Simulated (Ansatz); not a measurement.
Crystal: MgS (Niningerite).

```
CELL_PARAMETERS angstrom
0.00000 2.60165 2.60165
2.60165 0.00000 2.60165
2.60165 2.60165 0.00000
ATOMIC_POSITIONS crystal
S 0.50000 0.50000 0.50000
Mg 0.00000 0.00000 0.00000
```

Base run:

* Program: Ansatz 0.2.0
* Functional: HSE06
* Potentials or basis: all-electron PAW datasets made for the crystal
* Cutoff: 220 eV (chosen from the basis error)
* k mesh: 6 × 6 × 6
* Occupations: fermi-dirac, width 0.05 eV
* Spin: no spin polarisation

Its results: band gap on the k mesh 3.80 eV, indirect (least direct gap 4.82 eV); pressure -0.4 GPa.

Q: The run is repeated on the same cell with these changes: functional from HSE06 to PBE0. What comes out?

A: Band gap on the k mesh 4.52 eV, indirect (least direct gap 5.52 eV); pressure -0.4 GPa.

A k mesh can miss the band edges.
